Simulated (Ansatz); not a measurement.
The system is CdS (Hawleyite).

```xyz
2
Lattice="0.0000 2.9165 2.9165 2.9165 0.0000 2.9165 2.9165 2.9165 0.0000" Properties=species:S:1:pos:R:3 pbc="T T T"
Cd    0.0000    0.0000    0.0000
S     4.3748    4.3748    4.3748
```

```yaml
Program: Ansatz 0.2.0
Task: relaxation of cell and atoms
Functional: LDA
Potentials_or_basis: all-electron LAPW, scalar-relativistic
Basis_error_allowed: 0.001 eV/atom
k_mesh: 8 × 8 × 8
Occupations: fermi-dirac, width 0.05 eV
Spin: no spin polarisation
```

At the start: volume 24.81 Å³/atom.

**Question.** Where does the relaxation end?

**Answer.** Over 3 steps the energy falls by 7.5 meV/atom and the volume is 23.85 Å³/atom (-3.8 %); space group F-43m (No. 216, to 0.05 Å).

Step by step:
| step | energy change (eV) | largest force (eV/Å) | volume (Å³) |
| --- | --- | --- | --- |
| 1 | 0.0000 | 0.0000 | 49.62 |
| 2 | -0.0150 | 0.0000 | 47.71 |
| 3 | -0.0150 | 0.0000 | 47.71 |

Final structure:
```yaml
crystal:
  lattice:
    - [0.00000, 2.87860, 2.87860]
    - [2.87860, 0.00000, 2.87860]
    - [2.87860, 2.87860, 0.00000]
  atoms:
    - { symbol: Cd, position: [0.00000, 0.00000, 0.00000] }
    - { symbol: S, position: [0.75000, 0.75000, 0.75000] }
```
